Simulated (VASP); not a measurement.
# SiMo3 (Pm-3n) in VASP: notebook

One crystal, SiMo3, is run at these levels: PBE; tasks: relaxation of cell and atoms.

All numbers are computed with VASP 6.6.1; they aren't measurements. Logs are shortened: lines on timing, memory, paths and dates and some standing lists are left out, and cuts for length are marked.

## 1. Starting point

Symmetry: Pm-3n, No. 223, cubic system. Conventional cell: a = 4.889 Å, b = 4.889 Å, c = 4.889 Å, α = 90.00°, β = 90.00°, γ = 90.00°. Si (site symmetry m-3) is surrounded by 12 Mo at 2.73 Å. Around Mo (site symmetry -4m2) lie 2 Mo at 2.44 Å and 4 Si at 2.73 Å.

## 2. Relaxation of cell and atoms, PBE

The input, INCAR:

```
SYSTEM = SiMo3
PREC = Accurate
ENCUT = 300
EDIFF = 1E-6
ISMEAR = 1
SIGMA = 0.1
LREAL = .False.
LASPH = .True.
NELM = 80
ALGO = Normal
ISIF = 3
LWAVE = .False.
LCHARG = .False.
GGA = PE
IBRION = 2
NSW = 90
EDIFFG = -0.01
KPAR = 2
```

The input, KPOINTS:

```
regular mesh
0
Gamma
  4 4 4
  0 0 0
```

The input, POSCAR:

```
SiMo3
1.0
    4.8890000000      0.0000000000      0.0000000000
    0.0000000000      4.8890000000      0.0000000000
    0.0000000000      0.0000000000      4.8890000000
Si Mo
2 6
Direct
    0.0000000000      0.0000000000      0.0000000000
    0.5000000000      0.5000000000      0.5000000000
    0.2500000000      0.0000000000      0.5000000000
    0.5000000000      0.7500000000      0.0000000000
    0.7500000000      0.0000000000      0.5000000000
    0.5000000000      0.2500000000      0.0000000000
    0.0000000000      0.5000000000      0.7500000000
    0.0000000000      0.5000000000      0.2500000000
```

Potentials or basis: VASP PAW PBE potentials, release 64 (Si, Mo).

Run with:

```
$ cat potpaw_PBE.64/Si/POTCAR potpaw_PBE.64/Mo/POTCAR > POTCAR
$ mpirun -np 2 vasp_std > vasp.out
```

OUTCAR:

```text
SYSTEM = SiMo3
   PREC = Accurate
   ENCUT = 300
   EDIFF = 1E-6
   ISMEAR = 1
   LREAL = .False.
   LASPH = .True.
   NELM = 80
   ISIF = 3
   GGA = PE
   IBRION = 2
   NSW = 90
   EDIFFG = -0.01

 ion  position               nearest neighbor table
   1  0.000  0.000  0.000-   3 2.73   4 2.73   5 2.73   6 2.73   7 2.73   8 2.73   3 2.73   5 2.73
                             7 2.73   8 2.73   4 2.73   6 2.73
   2  0.500  0.500  0.500-   3 2.73   4 2.73   5 2.73   6 2.73   7 2.73   8 2.73   4 2.73   6 2.73
                             3 2.73   5 2.73   7 2.73   8 2.73
   3  0.250  0.000  0.500-   5 2.44   5 2.44   1 2.73   1 2.73   2 2.73   2 2.73   8 2.99   4 2.99
                             4 2.99   6 2.99   6 2.99   7 2.99   8 2.99   7 2.99
   4  0.500  0.750  0.000-   6 2.44   6 2.44   1 2.73   2 2.73   2 2.73   1 2.73   8 2.99   5 2.99
                             3 2.99   5 2.99   3 2.99   7 2.99   7 2.99   8 2.99
   5  0.750  0.000  0.500-   3 2.44   3 2.44   1 2.73   1 2.73   2 2.73   2 2.73   8 2.99   4 2.99
                             4 2.99   6 2.99   6 2.99   7 2.99   8 2.99   7 2.99
   6  0.500  0.250  0.000-   4 2.44   4 2.44   1 2.73   2 2.73   2 2.73   1 2.73   8 2.99   3 2.99
                             3 2.99   5 2.99   5 2.99   7 2.99   7 2.99   8 2.99
   7  0.000  0.500  0.750-   8 2.44   8 2.44   1 2.73   2 2.73   1 2.73   2 2.73   3 2.99   4 2.99
                             5 2.99   3 2.99   5 2.99   6 2.99   4 2.99   6 2.99
   8  0.000  0.500  0.250-   7 2.44   7 2.44   1 2.73   2 2.73   1 2.73   2 2.73   3 2.99   4 2.99
                             5 2.99   3 2.99   5 2.99   6 2.99   4 2.99   6 2.99

  LATTYP: Found a simple cubic cell.
 ALAT       =     4.8890000000

  Lattice vectors:

 A1 = (   4.8890000000,   0.0000000000,   0.0000000000)
 A2 = (   0.0000000000,   4.8890000000,   0.0000000000)
 A3 = (   0.0000000000,   0.0000000000,   4.8890000000)

Analysis of symmetry for initial positions (statically):
=====================================================================
 Subroutine PRICEL returns:
 Original cell was already a primitive cell.

 Routine SETGRP: Setting up the symmetry group for a
 simple cubic supercell.

 Subroutine GETGRP returns: Found 48 space group operations
 (whereof 24 operations were pure point group operations)
 out of a pool of 48 trial point group operations.

The static configuration has the point symmetry T_h .
 The point group associated with its full space group is O_h .

Analysis of symmetry for dynamics (positions and initial velocities):
=====================================================================
 Subroutine PRICEL returns:
 Original cell was already a primitive cell.

 Routine SETGRP: Setting up the symmetry group for a
 simple cubic supercell.

 Subroutine GETGRP returns: Found 48 space group operations
 (whereof 24 operations were pure point group operations)
 out of a pool of 48 trial point group operations.

The dynamic configuration has the point symmetry T_h .
 The point group associated with its full space group is O_h .

 Subroutine INISYM returns: Found 48 space group operations
 (whereof 24 operations are pure point group operations),
 and found     1 'primitive' translations

----------------------------------------------------------------------------------------

                                     Primitive cell

  volume of cell :     116.8584

  direct lattice vectors                    reciprocal lattice vectors
     4.889000000  0.000000000  0.000000000     0.204540806  0.000000000  0.000000000
     0.000000000  4.889000000  0.000000000     0.000000000  0.204540806  0.000000000
     0.000000000  0.000000000  4.889000000     0.000000000  0.000000000  0.204540806

  length of vectors
     4.889000000  4.889000000  4.889000000     0.204540806  0.204540806  0.204540806

  position of ions in fractional coordinates (direct lattice)
     0.000000000  0.000000000  0.000000000
     0.500000000  0.500000000  0.500000000
     0.250000000  0.000000000  0.500000000
     0.500000000  0.750000000  0.000000000
     0.750000000  0.000000000  0.500000000
     0.500000000  0.250000000  0.000000000
     0.000000000  0.500000000  0.750000000
     0.000000000  0.500000000  0.250000000

  ion indices of the primitive-cell ions
   primitive index   ion index
                 1           1
                 2           2
                 3           3
                 4           4
                 5           5
                 6           6
                 7           7
                 8           8

----------------------------------------------------------------------------------------

 KPOINTS: regular mesh

Automatic generation of k-mesh.
 Grid dimensions read from file:
 generate k-points for:    4    4    4

 Generating k-lattice:

  Cartesian coordinates                     Fractional coordinates (reciprocal lattice)
     0.051135201  0.000000000  0.000000000     0.250000000  0.000000000  0.000000000
     0.000000000  0.051135201  0.000000000     0.000000000  0.250000000  0.000000000
     0.000000000  0.000000000  0.051135201     0.000000000  0.000000000  0.250000000

  Length of vectors
     0.051135201  0.051135201  0.051135201

  Shift w.r.t. Gamma in fractional coordinates (k-lattice)
     0.000000000  0.000000000  0.000000000

 Subroutine IBZKPT returns following result:
 ===========================================

 Found     10 irreducible k-points:

 Following reciprocal coordinates:
            Coordinates               Weight
  0.000000  0.000000  0.000000      1.000000
  0.250000  0.000000  0.000000      6.000000
  0.500000  0.000000  0.000000      3.000000
  0.250000  0.250000  0.000000     12.000000
  0.500000  0.250000  0.000000     12.000000
  0.500000  0.500000  0.000000      3.000000
  0.250000  0.250000  0.250000      8.000000
  0.500000  0.250000  0.250000     12.000000
  0.500000  0.500000  0.250000      6.000000
  0.500000  0.500000  0.500000      1.000000
   k-points           NKPTS =     10   k-points in BZ     NKDIM =     10   number of bands    NBANDS=     27
   number of dos      NEDOS =    301   number of ions     NIONS =      8
   total plane-waves  NPLWV =  21952
   dimension x,y,z NGX =    28 NGY =   28 NGZ =   28
   dimension x,y,z NGXF=    56 NGYF=   56 NGZF=   56
   ions per type =               2   6
   NGX,Y,Z   is equivalent  to a cutoff of   9.52,  9.52,  9.52 a.u.
   NGXF,Y,Z  is equivalent  to a cutoff of  19.04, 19.04, 19.04 a.u.
 SYSTEM =  SiMo3
   PREC   = accura    normal or accurate (medium, high low for compatibility)
   ISTART =      0    job   : 0-new  1-cont  2-samecut
   ICHARG =      2    charge: 1-file 2-atom 10-const
   ISPIN  =      1    spin polarized calculation?
   LNONCOLLINEAR =      F non collinear calculations
   LSORBIT =      F    spin-orbit coupling
   LASPH  =      T    aspherical Exc in radial PAW
   ENCUT  =  300.0 eV  22.05 Ry    4.70 a.u.   6.90  6.90  6.90*2*pi/ulx,y,z
   NELM   =     80;   NELMIN=  2; NELMDL= -5     # of ELM steps
   EDIFF  = 0.1E-05   stopping-criterion for ELM
   LREAL  =      F    real-space projection
   EDIFFG = -.1E-01   stopping-criterion for IOM
   NSW    =     90    number of steps for IOM
   IBRION =      2    ionic relax: 0-MD 1-quasi-New 2-CG
   NFREE  =      1    steps in history (QN), initial steepest desc. (CG)
   ISIF   =      3    stress and relaxation
   ISYM   =      2    0-nonsym 1-usesym 2-fastsym
   POTIM  = 0.5000    time-step for ionic-motion
   TEBEG  =    0.0;   TEEND  =   0.0 temperature during run
   PSTRESS=    0.0 pullay stress
   NELECT =      44.0000    total number of electrons
   NUPDOWN=      -1.0000    fix difference up-down
   EMIN   =  10.00;   EMAX   =-10.00  energy-range for DOS
   EFERMI =   0.00;   METHOD = LEGACY
   ISMEAR =     1;   SIGMA  =   0.10  broadening in eV -4-tet -1-fermi 0-gaus
   EFERMI_NEDOS =   21; number of points for ismear=-14 and -15
   IALGO  =     38    algorithm
   IMIX   =      4    mixing-type and parameters
     AMIX     =   0.40;   BMIX     =  1.00
     AMIX_MAG =   1.60;   BMIX_MAG =  1.00
  volume/ion in A,a.u.               =      14.61        98.57
  Fermi-wavevector in a.u.,A,eV,Ry     =   1.182149  2.233938 19.013830  1.397477
  Thomas-Fermi vector in A             =   2.318409
   LORBIT       =      0    0 simple, 1 ext, 2 COOP (PROOUT), +10 PAW based schemes
   GGA     = PE    functional components
   LHFCALC =     F    Hartree Fock is set to
   AEXX    =    0.0000 exact exchange contribution
   IVDW    =     0    specifies the selected vdW correction
   LEPSILON=     F    determine dielectric tensor
   LRPA    =     F    only Hartree local field effects (RPA)
 conjugate gradient relaxation of ions
 non-spin polarized calculation
 Methfessel and Paxton  Order N= 1 SIGMA  =   0.10
  energy-cutoff  :      300.00
  volume of cell :      116.86
 maximum number of plane-waves:      1406
 NGX is ok and might be reduce to    28
   NGX = 13   NGY = 13   NGZ = 13

--------------------------------------- Ionic step        1  -------------------------------------------

 number of electron      44.0000013 magnetization

 Free energy of the ion-electron system (eV)
  ---------------------------------------------------
  ext. energy  EPLUGINS =         0.00000000
  ---------------------------------------------------
  free energy    TOTEN  =       -79.13122535 eV

  energy without entropy =      -79.13023045  energy(sigma->0) =      -79.13089371

------------------------ aborting loop because EDIFF is reached ----------------------------------------

  FORCE on cell =-STRESS in cart. coord.  units (eV):
  Direction    XX          YY          ZZ          XY          YZ          ZX
  --------------------------------------------------------------------------------------
  -------------------------------------------------------------------------------------
  Total        0.6040758      0.6040758      0.6040758      0.0000000      0.0000000     -0.0000000
  in kB        8.2821273      8.2821273      8.2821273      0.0000000      0.0000000     -0.0000000
  external PRESSURE =       8.2821273 kB  Pullay stress =       0.0000000 kB
[... 69 lines left out ...]
  energy  without entropy=      -79.1270340145  energy(sigma->0) =      -79.12665297

--------------------------------------- Ionic step        3  -------------------------------------------

 number of electron      44.0000010 magnetization

 Free energy of the ion-electron system (eV)
  ---------------------------------------------------
  ext. energy  EPLUGINS =         0.00000000
  ---------------------------------------------------
  free energy    TOTEN  =       -79.13215388 eV

  energy without entropy =      -79.13164540  energy(sigma->0) =      -79.13198439

 E-fermi :   8.0361     XC(G=0): -12.8540

 val. band max:        8.0069197948   @ k =   0.5000   0.5000   0.0000
 cond. band min:       8.1147467250   @ k =   0.5000   0.2500   0.0000
 fundamental gap:      0.1078269301
 Fermi energy:         8.0361468956

 k-point     1 :       0.0000    0.0000    0.0000
  band No.  band energies     occupation
      1      -2.3932      2.00000
      2      -0.8095      2.00000
      3       2.7696      2.00000
      4       2.7696      2.00000
      5       2.7696      2.00000
      6       3.1985      2.00000
[... 324 lines left out ...]
  FREE ENERGIE OF THE ION-ELECTRON SYSTEM (eV)
  ---------------------------------------------------
  free  energy   TOTEN  =       -79.1321538806 eV

  energy  without entropy=      -79.1316454044  energy(sigma->0) =      -79.13198439

 reached required accuracy - stopping structural energy minimisation
```

Run time: 24 s. Hardware: 2 MPI ranks of AMD EPYC 7R13 (Zen 3), shared host; peak memory 0.13 GiB.

What came out:

```yaml
Free_energy: -79.1322 eV
Relaxed_volume: 14.65 Å³/atom
Relaxed_cell: a = 4.894 Å, b = 4.894 Å, c = 4.894 Å, α = 90.00°, β = 90.00°, γ = 90.00°
Space_group_after_relaxing_to_0.05_Å: Pm-3n (No. 223)
Energy_gained_by_relaxing: 0.1 meV/atom
Ionic_steps: 3
Pressure_after_relaxing: 0.0 GPa
Band_gap_on_the_k_mesh: none (metal or under the smearing width)
```

The path:
```tsv
step	energy change (eV)	largest force (eV/Å)	pressure (GPa)	volume (Å³)
1	0.0000	0.0000	0.83	116.86
2	0.0048	0.0000	-1.97	118.14
3	-0.0009	0.0000	0.02	117.22
```

Final structure:
```yaml
crystal:
  lattice:
    - [4.89410, 0.00000, 0.00000]
    - [0.00000, 4.89410, 0.00000]
    - [0.00000, 0.00000, 4.89410]
  atoms:
    - { symbol: Si, position: [0.00000, 0.00000, 0.00000] }
    - { symbol: Si, position: [0.50000, 0.50000, 0.50000] }
    - { symbol: Mo, position: [0.25000, 0.00000, 0.50000] }
    - { symbol: Mo, position: [0.50000, 0.75000, 0.00000] }
    - { symbol: Mo, position: [0.75000, 0.00000, 0.50000] }
    - { symbol: Mo, position: [0.50000, 0.25000, 0.00000] }
    - { symbol: Mo, position: [0.00000, 0.50000, 0.75000] }
    - { symbol: Mo, position: [0.00000, 0.50000, 0.25000] }
```

Levels at points of the mesh, in eV from the Fermi level:
```
           k point  band 17  band 18  band 19  band 20  band 21  band 22  band 23  band 24  band 25  band 26
(0.00, 0.00, 0.00)    -2.11    -2.11    -1.50    -1.50     1.28     1.28     1.28     2.24     2.37     2.37
(0.50, 0.00, 0.00)    -2.39    -2.39    -1.66    -1.66     0.31     0.31     1.00     1.00     1.54     1.54
(0.50, 0.50, 0.00)    -1.15    -1.15    -1.04    -0.82    -0.82    -0.71    -0.62    -0.35    -0.03     0.31
(0.50, 0.50, 0.50)    -1.64    -1.64    -1.15    -1.15    -1.15    -1.15    -1.15    -1.15     1.34     1.34
```

Caveat: the cutoff is under 1.25 times the usual one of these potentials, so pressure, stress and relaxed cells hold a basis-set (Pulay) error. PBE usually gives volumes a little too large and moduli too small.

## 3. Relaxation of cell and atoms, PBE

This run uses another cell than the first one, of 14.65 Å³/atom, 1.003 times its volume.

INCAR, as its differences from that of step 2:

```diff
@@ -3,3 +3,3 @@
 ENCUT = 300
-EDIFF = 1E-6
+EDIFF = 1E-7
 ISMEAR = 1
@@ -16,3 +16,3 @@
 NSW = 90
-EDIFFG = -0.01
+EDIFFG = -0.005
 KPAR = 2
```

KPOINTS is that of step 2.

The input, POSCAR:

```
SiMo3                                   
1.0
    4.8940982852     -0.0000000000     -0.0000000000
    0.0000000000      4.8940982852      0.0000000000
    0.0000000000      0.0000000000      4.8940982852
  Si              Mo            
     2     6
Direct
     0.0000000000000000    0.0000000000000000    0.0000000000000000
     0.5000000000000000    0.5000000000000000    0.5000000000000000
     0.2500000000000000    0.0000000000000000    0.5000000000000000
     0.5000000000000000    0.7500000000000000    0.0000000000000000
     0.7500000000000000    0.0000000000000000    0.5000000000000000
     0.5000000000000000    0.2500000000000000    0.0000000000000000
     0.0000000000000000    0.5000000000000000    0.7500000000000000
     0.0000000000000000    0.5000000000000000    0.2500000000000000
```

Potentials or basis: VASP PAW PBE potentials, release 64 (Si, Mo).

Run with:

```
$ cat potpaw_PBE.64/Si/POTCAR potpaw_PBE.64/Mo/POTCAR > POTCAR
$ mpirun -np 2 vasp_std > vasp.out
```

Run time: 13 s. Hardware: 2 MPI ranks of AMD EPYC 7R13 (Zen 3), shared host; peak memory 0.13 GiB.

The run converged. Its results:

| Property | Result |
| --- | --- |
| Free energy | -79.1326 eV |
| Pressure after relaxing | 0.0 GPa |
| Band gap on the k mesh | none (metal or under the smearing width) |

Final structure:
```yaml
crystal:
  lattice:
    - [4.89410, 0.00000, 0.00000]
    - [0.00000, 4.89410, 0.00000]
    - [0.00000, 0.00000, 4.89410]
  atoms:
    - { symbol: Si, position: [0.00000, 0.00000, 0.00000] }
    - { symbol: Si, position: [0.50000, 0.50000, 0.50000] }
    - { symbol: Mo, position: [0.25000, 0.00000, 0.50000] }
    - { symbol: Mo, position: [0.50000, 0.75000, 0.00000] }
    - { symbol: Mo, position: [0.75000, 0.00000, 0.50000] }
    - { symbol: Mo, position: [0.50000, 0.25000, 0.00000] }
    - { symbol: Mo, position: [0.00000, 0.50000, 0.75000] }
    - { symbol: Mo, position: [0.00000, 0.50000, 0.25000] }
```

Levels at points of the mesh, in eV from the Fermi level:
```tsv
k point	band 19	band 20	band 21	band 22	band 23	band 24
(0.00, 0.00, 0.00)	-1.50	-1.50	1.28	1.28	1.28	2.24
(0.50, 0.00, 0.00)	-1.66	-1.66	0.31	0.31	1.00	1.00
(0.50, 0.50, 0.00)	-1.04	-0.82	-0.82	-0.71	-0.62	-0.35
(0.50, 0.50, 0.50)	-1.15	-1.15	-1.15	-1.15	-1.15	-1.15
```

Caveat: the cutoff is under 1.25 times the usual one of these potentials, so pressure, stress and relaxed cells hold a basis-set (Pulay) error; the relaxation stopped at its first step, so nothing moved.
